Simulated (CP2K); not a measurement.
The system is LiF (Griceite).

```
F Li
1.0
     2.84823    0.00000    0.00000
     1.42411    2.46664    0.00000
     1.42411    0.82221    2.32557
F Li
1 1
Direct
  0.50000 0.50000 0.50000
  0.00000 0.00000 0.00000
```

Base run:

- Program: CP2K 2026.2
- Functional: PBE
- Potentials or basis: POTENTIAL_UZH F GTH-PBE-q7, Li GTH-PBE-q3; TZVP-MOLOPT-PBE-GTH basis
- Density cutoff: 10204 eV
- k mesh: 11 × 11 × 11
- Occupations: gaussian, width 0.05 eV
- Spin: no spin polarisation

Its results: band gap on the k mesh 9.06 eV, direct; pressure 2.6 GPa.

Question: The run is repeated on the same cell with these changes: functional from PBE to RPBE; occupations from gaussian, width 0.05 eV to gaussian, width 0.1 eV. What comes out?

Answer: Band gap on the k mesh 9.33 eV, direct; pressure 7.0 GPa.

Caveats: an odd mesh through Γ misses points on the zone boundary, where band edges often lie; the basis of atomic orbitals isn't converged, which shifts pressures, moduli and gaps; the potentials were made for another functional, which shifts forces and pressure (some runs).
